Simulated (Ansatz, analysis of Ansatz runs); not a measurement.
# Migration barrier of interstitial H in hcp Be, hop from a tetrahedral to the next octahedral site (PBE)

Aim: the migration barrier of interstitial H in hcp Be, hop from a tetrahedral to the next octahedral site, to be set beside the measurement. Set-up: PBE, 36-site cell, PBE lattice, 420 eV, k: 5x5x4 Gamma-centred, zero-point energy of the moving atom added. The model is a cell of 36 host atoms with 1 H put in. The barrier is the energy of the highest image of a climbing band over the relaxed site that the atom leaves.

Measured beforehand: Migration barrier: 0.611 eV, by permeation (diffusion activation energy, T > 250 K) (quoted in “Explainable Machine Learning for Hydrogen Diffusion in Metals and Random Binary Alloys”, 2023, G. M. Lu et al., quoting earlier work (1995)).

Calculated with Ansatz 0.2.0; plane-wave PAW DFT, PBE; relaxation of all atoms of a defect supercell.

Most raw output is cut from this account.

### Step 1. Set-up

The cell holds 37 atoms: 36 Be and 1 H. Cell: a = 6.787 Å, b = 6.787 Å, c = 7.135 Å, α = 90.0°, β = 90.0°, γ = 120.0°. It derives from Be (space group P6_3/mmc). Nearest the centre at fractional (0.444, 0.556, 0.438): H37 at 0.00 Å, Be19 at 1.34 Å, Be22 at 1.38 Å, Be6 at 1.38 Å, Be18 at 1.38 Å, Be17 at 2.23 Å, Be23 at 2.63 Å, Be7 at 2.63 Å.

The host's primitive cell comes from a first run (plane-wave PAW DFT, PBE; relaxation of the host's cell and atoms): vectors of 2.262, 2.262 and 3.567 Å. That is 7.91 Å³ an atom, 2.5 % under the diffraction cell's volume. The supercell is built on it.

### Step 2. Relaxation, charge 0

A barrier counts from a true minimum, so both ends of the jump are relaxed first.

Contents of start/input.yaml:

```yaml
relax:
  f_tol: 0.02
  max_steps: 80
  escape_saddle: false
crystal:
  lattice:
    - [6.78671482, 0.0, 0.0]
    - [-3.39335741, 5.87746744, 0.0]
    - [0.0, 0.0, 7.13460919]
  atoms:
    - { symbol: Be, position: [0.111111111, 0.222222222, 0.125] }
    - { symbol: Be, position: [0.222222222, 0.111111111, 0.375] }
    - { symbol: Be, position: [0.111111111, 0.222222222, 0.625] }
    - { symbol: Be, position: [0.222222222, 0.111111111, 0.875] }
    - { symbol: Be, position: [0.111111111, 0.555555556, 0.125] }
    - { symbol: Be, position: [0.222222222, 0.444444444, 0.375] }
    - { symbol: Be, position: [0.111111111, 0.555555556, 0.625] }
    - { symbol: Be, position: [0.222222222, 0.444444444, 0.875] }
[... 25 atom lines left out ...]
    - { symbol: Be, position: [0.888888889, 0.777777778, 0.375] }
    - { symbol: Be, position: [0.777777778, 0.888888889, 0.625] }
    - { symbol: Be, position: [0.888888889, 0.777777778, 0.875] }
    - { symbol: H, position: [0.444444, 0.555556, 0.4375] }
basis:
  ecutwfc: 420
  xc_grid: 2
hamiltonian:
  xc: pbe
kpoints:
  mp_grid: { grid: [5, 5, 4] }
scf:
  occupations: { method: methfessel_paxton, width: 0.1 }
  max_iter: 120
output:
  forces: true
checkpoint:
  write: "../start.run"
  compress: false
  write_wavefunctions: true
  write_every: 100000
```

Command:

```
$ ansatz run input.yaml --threads 2 --pin off --max-ram 3768MiB --backend cpu --events-out ev --progress --plain --runs-dir out
```

It took 2 min on 2 threads of Arm Neoverse N1, shared host; peak memory 0.74 GiB.

The steps of the relaxation:

```tsv
step	energy less that of the first step (eV)	largest force component (eV/Å)
1	0.0000	1.7276
2	-0.2425	0.8946
3	-0.3835	0.2824
4	-0.3957	0.2837
5	-0.4052	0.0494
6	-0.4061	0.0042
```

Forces are held to the 6 operations that the run works with; a distortion that breaks them can't arise in this run.

The atoms that moved most (Å):

```tsv
atom	dx	dy	dz	length
H37	0.000	0.000	-0.279	0.279
Be6	-0.124	-0.071	-0.001	0.143
Be22	0.000	0.143	-0.001	0.143
Be18	0.124	-0.071	-0.001	0.143
Be25	0.000	0.000	0.035	0.035
Be17	0.000	0.000	-0.026	0.026
Be30	0.000	0.019	0.012	0.022
Be14	-0.016	-0.009	0.012	0.022
```

Neighbours of H37 at the end:

```tsv
atom	distance (Å)
Be6	1.458
Be22	1.458
Be18	1.458
Be19	1.622
Be17	1.976
Be10	2.625
Be2	2.625
Be34	2.625
```

Numbers from this step:

```yaml
free_energy: -3353.5862 eV
smearing_term_ts: 5.17e-4 eV
```

The series, run alike:

```tsv
run	outcome	energy less the first (eV)	moment (μB)	time
relaxation, charge 0	converged	0.0000	0.00	2 min
relaxation, charge 0	converged	0.1928	0.00	77 s
```

The relaxation ends 11 meV an atom lower, with a largest force component of 0.0042 eV/Å.

### Step 3. Nudged elastic band

A band of images joins the two ends; its highest image climbs to the saddle, whose energy over the site left is the barrier.

This step: plane-wave PAW DFT, PBE; nudged elastic band between two relaxed defect structures at fixed charge.

Contents of neb/input.yaml:

```yaml
crystal:
  lattice:
    - [6.78671482, 0.0, 0.0]
    - [-3.39335741, 5.87746744, 0.0]
    - [0.0, 0.0, 7.13460919]
  atoms:
    - { symbol: Be, position: [0.112206412, 0.222629073, 0.126243636] }
    - { symbol: Be, position: [0.221556568, 0.109779802, 0.376438913] }
    - { symbol: Be, position: [0.111025544, 0.221510282, 0.626508904] }
    - { symbol: Be, position: [0.222047249, 0.110761165, 0.876500306] }
    - { symbol: Be, position: [0.112206412, 0.556244006, 0.126243636] }
    - { symbol: Be, position: [0.19795019, 0.432308428, 0.374791633] }
    - { symbol: Be, position: [0.111025544, 0.556181929, 0.626508904] }
    - { symbol: Be, position: [0.222464174, 0.44456542, 0.875356992] }
    - { symbol: Be, position: [0.111111111, 0.888888889, 0.127459776] }
    - { symbol: Be, position: [0.221556568, 0.778443432, 0.376438913] }
    - { symbol: Be, position: [0.111111111, 0.888888889, 0.625723047] }
    - { symbol: Be, position: [0.222047249, 0.777952751, 0.876500306] }
    - { symbol: Be, position: [0.443755994, 0.222629073, 0.126243636] }
    - { symbol: Be, position: [0.552398955, 0.109532811, 0.376696697] }
    - { symbol: Be, position: [0.443818071, 0.221510282, 0.626508904] }
    - { symbol: Be, position: [0.556715223, 0.111690945, 0.876468401] }
    - { symbol: Be, position: [0.444444444, 0.555555556, 0.121321183] }
    - { symbol: Be, position: [0.567691572, 0.432308428, 0.374791633] }
    - { symbol: Be, position: [0.444444444, 0.555555556, 0.625624254] }
    - { symbol: Be, position: [0.55543458, 0.44456542, 0.875356992] }
    - { symbol: Be, position: [0.443755994, 0.887793588, 0.126243636] }
    - { symbol: Be, position: [0.567691572, 0.80204981, 0.374791633] }
    - { symbol: Be, position: [0.443818071, 0.888974456, 0.626508904] }
    - { symbol: Be, position: [0.55543458, 0.777535826, 0.875356992] }
    - { symbol: Be, position: [0.777777778, 0.222222222, 0.129901753] }
    - { symbol: Be, position: [0.890467189, 0.109532811, 0.376696697] }
    - { symbol: Be, position: [0.777777778, 0.222222222, 0.623846421] }
    - { symbol: Be, position: [0.888309055, 0.111690945, 0.876468401] }
    - { symbol: Be, position: [0.777370927, 0.556244006, 0.126243636] }
    - { symbol: Be, position: [0.890467189, 0.447601045, 0.376696697] }
    - { symbol: Be, position: [0.778489718, 0.556181929, 0.626508904] }
    - { symbol: Be, position: [0.888309055, 0.443284777, 0.876468401] }
    - { symbol: Be, position: [0.777370927, 0.887793588, 0.126243636] }
    - { symbol: Be, position: [0.890220198, 0.778443432, 0.376438913] }
    - { symbol: Be, position: [0.778489718, 0.888974456, 0.626508904] }
    - { symbol: Be, position: [0.889238835, 0.777952751, 0.876500306] }
    - { symbol: H, position: [0.444444444, 0.555555556, 0.398349501] }
basis:
  ecutwfc: 420
  xc_grid: 2
hamiltonian:
  xc: pbe
kpoints:
  mp_grid: { grid: [5, 5, 4] }
scf:
  occupations: { method: methfessel_paxton, width: 0.1 }
  max_iter: 120
output:
  forces: true
neb:
  images: 3
  f_tol: 0.04
  climbing: true
  initial_path: idpp
  max_iterations: 45
  order_check: false
  final_atoms:
    - { symbol: Be, position: [0.111410813, 0.22256591, 0.126308981] }
    - { symbol: Be, position: [0.218490199, 0.10345902, 0.373538597] }
    - { symbol: Be, position: [0.103392478, 0.218556742, 0.629169807] }
[... 2 atom lines left out ...]
    - { symbol: Be, position: [0.218490199, 0.448752185, 0.373538597] }
    - { symbol: Be, position: [0.110209286, 0.557033098, 0.626905076] }
[... 7 atom lines left out ...]
    - { symbol: Be, position: [0.448685642, 0.218556742, 0.629169807] }
[... 1 atom line left out ...]
    - { symbol: Be, position: [0.444676474, 0.55583157, 0.126308981] }
    - { symbol: Be, position: [0.563783363, 0.448752185, 0.373538597] }
    - { symbol: Be, position: [0.448685642, 0.563849906, 0.629169807] }
[... 2 atom lines left out ...]
    - { symbol: Be, position: [0.556966555, 0.780411732, 0.375803327] }
    - { symbol: Be, position: [0.445119032, 0.889420019, 0.626151646] }
[... 7 atom lines left out ...]
    - { symbol: Be, position: [0.780345189, 0.557033098, 0.626905076] }
[... 3 atom lines left out ...]
    - { symbol: Be, position: [0.777822365, 0.889420019, 0.626151646] }
[... 1 atom line left out ...]
    - { symbol: H, position: [0.33358792, 0.333654463, 0.501354202] }
```

Run time: 41 min. Hardware: 2 threads; peak memory 2.9 GiB.

Images along the path:

```tsv
image	path (Å)	energy (eV)	H37: x, y, z (Å)
0	0.000	0.0000	1.131, 3.265, 2.842
1	0.419	0.2120	1.132, 2.980, 3.116
2	0.838	0.4393	1.132, 2.607, 3.299
3	1.197	0.3122	1.132, 2.291, 3.457
4	1.556	0.1928	1.132, 1.961, 3.577
```

This step gave:

```
free energy      : -3353.1469 eV
smearing term TS : 9.14e-4 eV
barrier forward  : 0.4393 eV
barrier backward : 0.2464 eV
```

### Step 4. Vibrations of the moving atom at the low point

A light atom carries zero-point energy, which differs between site and saddle; its three modes are computed at both, leaving out the unstable one.

This step: plane-wave PAW DFT, PBE; finite-displacement force constants of the moving atom alone.

Contents of modes_low/input.yaml:

```yaml
crystal:
  lattice:
    - [6.78671482, 0.0, 0.0]
    - [-3.39335741, 5.87746744, 0.0]
    - [0.0, 0.0, 7.13460919]
  atoms:
    - { symbol: Be, position: [0.112206412, 0.222629073, 0.126243636] }
    - { symbol: Be, position: [0.221556568, 0.109779802, 0.376438913] }
    - { symbol: Be, position: [0.111025544, 0.221510282, 0.626508904] }
[... 2 atom lines left out ...]
    - { symbol: Be, position: [0.19795019, 0.432308428, 0.374791633] }
    - { symbol: Be, position: [0.111025544, 0.556181929, 0.626508904] }
[... 7 atom lines left out ...]
    - { symbol: Be, position: [0.443818071, 0.221510282, 0.626508904] }
[... 1 atom line left out ...]
    - { symbol: Be, position: [0.444444444, 0.555555556, 0.121321183] }
    - { symbol: Be, position: [0.567691572, 0.432308428, 0.374791633] }
    - { symbol: Be, position: [0.444444444, 0.555555556, 0.625624254] }
[... 2 atom lines left out ...]
    - { symbol: Be, position: [0.567691572, 0.802049809, 0.374791633] }
    - { symbol: Be, position: [0.443818071, 0.888974455, 0.626508904] }
[... 7 atom lines left out ...]
    - { symbol: Be, position: [0.778489718, 0.556181929, 0.626508904] }
[... 3 atom lines left out ...]
    - { symbol: Be, position: [0.778489717, 0.888974455, 0.626508904] }
[... 1 atom line left out ...]
    - { symbol: H, position: [0.444444444, 0.555555556, 0.398349501] }
basis:
  ecutwfc: 420
  xc_grid: 2
hamiltonian:
  xc: pbe
kpoints:
  mp_grid: { grid: [5, 5, 4] }
scf:
  occupations: { method: methfessel_paxton, width: 0.1 }
  max_iter: 120
output: {}
phonons:
  supercell: [1, 1, 1]
  displaced_sites: [36]
  amplitude: 0.03
```

Run time: 4.1 min. Hardware: 2 threads; peak memory 1 GiB; 8.1 min of CPU time.

This step gave:

| Quantity | Value |
| --- | --- |
| free energy | -3353.5862 eV |
| smearing term TS | 5.17e-4 eV |
| frequencies of moving atom | 591.7, 1563, 1563 cm⁻¹ (negative: imaginary) |

### Step 5. Vibrations of the moving atom at the top point

This step: plane-wave PAW DFT, PBE; finite-displacement force constants of the moving atom alone.

Contents of modes_top/input.yaml:

```yaml
crystal:
  lattice:
    - [6.78671482, 0.0, 0.0]
    - [-3.39335741, 5.87746744, 0.0]
    - [0.0, 0.0, 7.13460919]
  atoms:
    - { symbol: Be, position: [0.111553033, 0.222010691, 0.125085854] }
    - { symbol: Be, position: [0.219681708, 0.105911234, 0.374178998] }
[... 3 atom lines left out ...]
    - { symbol: Be, position: [0.202153692, 0.440537849, 0.368819688] }
    - { symbol: Be, position: [0.109894063, 0.557523774, 0.626997954] }
[... 2 atom lines left out ...]
    - { symbol: Be, position: [0.221620138, 0.776567525, 0.376111585] }
[... 6 atom lines left out ...]
    - { symbol: Be, position: [0.443925124, 0.554427764, 0.121183219] }
    - { symbol: Be, position: [0.571853384, 0.440567591, 0.368831973] }
    - { symbol: Be, position: [0.449606583, 0.565768193, 0.634679651] }
[... 2 atom lines left out ...]
    - { symbol: Be, position: [0.560734484, 0.788034221, 0.375050992] }
    - { symbol: Be, position: [0.444698445, 0.888090961, 0.626365917] }
[... 7 atom lines left out ...]
    - { symbol: Be, position: [0.781004196, 0.557511993, 0.626952932] }
[... 2 atom lines left out ...]
    - { symbol: Be, position: [0.888350718, 0.776559558, 0.376118333] }
    - { symbol: Be, position: [0.776797368, 0.888060161, 0.62635398] }
[... 1 atom line left out ...]
    - { symbol: H, position: [0.388526551, 0.443556141, 0.462387374] }
basis:
  ecutwfc: 420
  xc_grid: 2
hamiltonian:
  xc: pbe
kpoints:
  mp_grid: { grid: [5, 5, 4] }
scf:
  occupations: { method: methfessel_paxton, width: 0.1 }
  max_iter: 120
output: {}
phonons:
  supercell: [1, 1, 1]
  displaced_sites: [36]
  amplitude: 0.03
```

The job ended after 22 min (2 threads; peak memory 1.5 GiB; 44 min of CPU time).

Numbers from this step:

```
free energy                : -3353.1469 eV
smearing term TS           : 9.14e-4 eV
frequencies of moving atom : -752.9, 1564, 1664 cm⁻¹ (negative: imaginary)
```

### Step 6. Results

```json
{
  "migration barrier (saddle less minimum)": "0.41 eV",
  "energy difference of the two ends": "0.19 eV",
  "length of the hop": "1.50 Å",
  "change of the moving atom's zero-point energy, saddle less site": "-0.03 eV",
  "time of the whole chain": "71 min on 2 threads"
}
```

**Reading.** Migration barrier: computed 0.41 eV, measured 0.611 eV; 0.20 eV below the measurement. Zero-point energy changes the barrier by -0.03 eV. The measured number is an Arrhenius activation energy of long-range diffusion; for H it holds zero-point energy, and trapping at vacancies and dislocations can raise it. One hop between neighbouring sites is computed at the host's lattice. Limits: the periodic copies of the defect are only 6.8 Å apart.

[Logs are printed without paths, hosts, clocks, repeated set-up lines and the standing remarks that a program may print on its own settings, such as how far it seeks lower states.]

[Hosts, paths, dates, database ids (printed as entryN), source tags and the programs' standing remarks are cut or masked in the printed files.]

[For some hosts the program warned that the k-mesh of the response run may be too coarse for force constants and the static dielectric constant; such warnings are not shown here.]
